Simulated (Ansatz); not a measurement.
# Twisted 2H-MoS2/Janus WSSe monolayer on bilayer, 38.21 deg: how far the plane-wave cutoff must go

A convergence test: the same geometry at several values of the plane-wave cutoff.

Method: Kohn-Sham DFT, PBE+D4, PAW set soft_1 (large core), plane waves, in Ansatz 0.2.0.

**1. Starting point**

The cell holds 63 atoms: 14 Mo, 35 S, 7 W and 7 Se. Cell: a = 8.440 Å, b = 8.440 Å, c = 29.890 Å, α = 90.0°, β = 90.0°, γ = 120.0°. 2H-MoS2 (a = 3.16 A) under Janus WSSe (a = 3.22 A), monolayer on bilayer, commensurate cell of 7 unit cells a layer, twist 38.21 deg, both strained to the mean lattice constant; facing planes 3.22, 3.18 A apart; 14 A of vacuum; layers not relaxed, displaced by a Gaussian of 0.01 A. Regions: layer 1, 21 atoms (7 Mo and 14 S); layer 2, 21 atoms (7 Mo and 14 S); layer 3, 21 atoms (7 W, 7 S and 7 Se). Vacuum lies along c.

**2. The script**

ASE makes the structure inside the script; the seeds are typed, so the same atoms come back each time. The 3×3×1 mesh is chosen so that along the periodic directions points times cell width come to 21.9 Å or more. Occupations are fixed because a gap is expected. A dispersion term (D4) is added because semilocal functionals miss the attraction between layers or molecules. The PAW files are read from a folder beside the script (Ansatz's set soft_1), and the density starts from superposed atoms. Large-core PAW files are asked for; elements that have one carry fewer electrons, which cuts the cost. The highest cutoff serves as the reference; forces are the test that matters for later relaxations, while absolute energies converge more slowly and partly cancel in differences.

Contents of test_settings.py:

```python
import time
import warnings
import numpy as np
from ase import Atoms
from ase.build import make_supercell
import ansatz as az

warnings.simplefilter("ignore", az.DeckWarning)
u1 = Atoms(['Mo', 'S', 'S'], cell=[3.16, 3.16, 1, 90, 90, 120], pbc=True,
          scaled_positions=[[1/3, 2/3, 0], [2/3, 1/3, 1.565], [2/3, 1/3, -1.565]])  # z in A
u2 = Atoms(['W', 'S', 'Se'], cell=[3.22, 3.22, 1, 90, 90, 120], pbc=True,
          scaled_positions=[[1/3, 2/3, 0], [2/3, 1/3, 1.53], [2/3, 1/3, -1.7]])  # z in A
cell = [8.4399, 8.4399, 120]  # common in-plane cell: a, b, gamma
layers = [(u1, [[3, 1], [-1, 2]], [0, 0], 1),
          (u1, [[3, 1], [-1, 2]], [0.19048, 0.2381], 1),
          (u2, [[-3, -2], [2, -1]], [0.807, 0.125], 1)]
gaps = [3.22, 3.18, 14]
atoms, top = Atoms(), 0.0
for k, (u, M, shift, flip) in enumerate(layers):
    s = make_supercell(u, [M[0] + [0], M[1] + [0], [0, 0, 1]], wrap=False)
    z = flip * s.positions[:, 2]; f = s.get_scaled_positions(wrap=False)
    s.set_cell([cell[0], cell[1], 1, 90, 90, cell[2]]); s.set_scaled_positions(np.c_[f[:, :2] + shift, z - z.min() + top]); s.set_tags(k)
    top = s.positions[:, 2].max() + gaps[k]; atoms += s
atoms.set_cell([cell[0], cell[1], top, 90, 90, cell[2]]); atoms.pbc = True
atoms.center(axis=2)
atoms.rattle(0.01, seed=50670)
atoms.wrap()
print(f"{len(atoms)} atoms ({atoms.get_chemical_formula()}), volume {atoms.get_volume():.1f} A^3")

base = (
    az.Crystal.from_ase(atoms)
    .calculation()
    .functional("pbe", dispersion="d4")
    .pseudopotentials("paw", azcp={"folder": "./paw"}, xc_functional="pbe", core="large")
    .kpoints(3, 3, 1)
    .occupations("fixed")
    .forces()
    .band_table()
)

def gap_of(report):
    e = np.concatenate(report["eigenvalues_ev"]); f = np.concatenate(report["occupations"])
    f = f / f.max()  # a half-filled level counts on both sides, so the gap is then zero
    return e[f > 0.3].max(), e[f < 0.7].min()

rows = []
for cutoff in [200, 250, 300, 350, 420, 500, 600]:
    start = time.time()
    try:
        r = base.basis(cutoff).run(threads=8).report
    except az.AnsatzError as error:
        print(cutoff, 'failed:', str(error)[:110])
        continue
    homo, lumo = gap_of(r)
    rows.append((cutoff, r['free_energy_ev'] / len(atoms), np.array(r['forces_ev_ang']), max(lumo - homo, 0), np.nan, r['n_iterations'], time.time() - start))
    print(cutoff, f"F = {r['free_energy_ev']:.4f} eV, {r['n_iterations']} iterations, {time.time() - start:.0f} s", flush=True)

ref = rows[-1]
scale = np.sqrt(np.mean(ref[2] ** 2))
print(f"r.m.s. force of the reference: {scale:.3f} eV/A")
print("  cutoff  dE (meV/atom)  dF rms (meV/A)  dF (%)  gap (eV)  iter  time (s)")
for name, e, f, gap, p, n, t in rows:
    df = np.sqrt(np.mean((f - ref[2]) ** 2))
    print(f"{str(name):>8s} {1000 * (e - ref[1]):14.2f} {1000 * df:15.2f} {100 * df / scale:7.2f} {gap:9.3f} {n:5d} {t:9.1f}")
```

Run with:

```console
$ python test_settings.py
```

The log of the run:

```text
63 atoms (Mo14S35Se7W7), volume 1843.9 A^3
200 F = -191702.9093 eV, 17 iterations, 42 s
250 F = -191768.8372 eV, 17 iterations, 50 s
300 F = -191780.1831 eV, 16 iterations, 57 s
350 F = -191781.5251 eV, 16 iterations, 68 s
RunWarning: concurrent solve slots capped 5 → 4: at 5 slots the entry's largest phase would hold 14.42 GiB against the 13.95 GiB of host memory that it is priced against; at 4 slots it would hold 12.14 GiB (results are unchanged, but for whatever memory decides [...]
420 F = -191781.6797 eV, 16 iterations, 93 s
RunWarning: concurrent solve slots capped 5 → 3: at 5 slots the entry's largest phase would hold 17.95 GiB against the 13.95 GiB of host memory that it is priced against; at 3 slots it would hold 12.23 GiB (results are unchanged, but for whatever memory decides [...]
500 F = -191781.7178 eV, 16 iterations, 107 s
RunWarning: concurrent solve slots capped 5 → 2: at 5 slots the entry's largest phase would hold 22.96 GiB against the 13.95 GiB of host memory that it is priced against; at 2 slots it would hold 12.04 GiB (results are unchanged, but for whatever memory decides [...]
600 F = -191781.7274 eV, 16 iterations, 143 s
r.m.s. force of the reference: 0.255 eV/A
  cutoff  dE (meV/atom)  dF rms (meV/A)  dF (%)  gap (eV)  iter  time (s)
     200        1251.08           98.31   38.48     0.887    17      41.6
     250         204.61           21.67    8.48     0.846    17      50.1
     300          24.51            7.61    2.98     0.871    16      57.0
     350           3.21            1.77    0.69     0.872    16      68.2
     420           0.76            0.55    0.21     0.873    16      92.5
     500           0.15            0.12    0.05     0.873    16     107.0
     600           0.00            0.00    0.00     0.873    16     143.4
```

It took 9.3 min on 8 threads of AMD EPYC 7B13 (Zen 3), shared host; peak memory 11 GiB; 71 min of CPU time.

**3. What came out**

* reference run: 600, 2.4 min
* r.m.s. force component of the reference: 0.255 eV/Å
* largest r.m.s. force difference: 98.3 meV/Å (200)
* smallest r.m.s. force difference: 0.120 meV/Å (500)
* energy differences: 0.152 to 1251 meV/atom
* gap on the mesh: 0.846 eV (250) to 0.887 eV (200)

What this shows: The cheapest setting whose forces lie within 1 % of the reference is 350 eV, at 0.48 times the reference's time. Local and semilocal functionals put gaps too low. Spin–orbit coupling is left out, and it can shift gaps where W and Se states form a band edge. Notices that the program raised in these runs, those on memory apart (the script silences some of them): cutoff below recommended and datasets by core.

[Logs are printed without paths, hosts, clocks, repeated set-up lines and the standing remarks that a program may print on its own settings, such as how far it seeks lower states.]

[Hosts, paths, dates, database ids (printed as entryN), source tags and the programs' standing remarks are cut or masked in the printed files.]

[Scripts of this kind were picked in part by their result: those with far moves, changed bonds, near-zero gaps or large misses at database cells are mostly left out.]
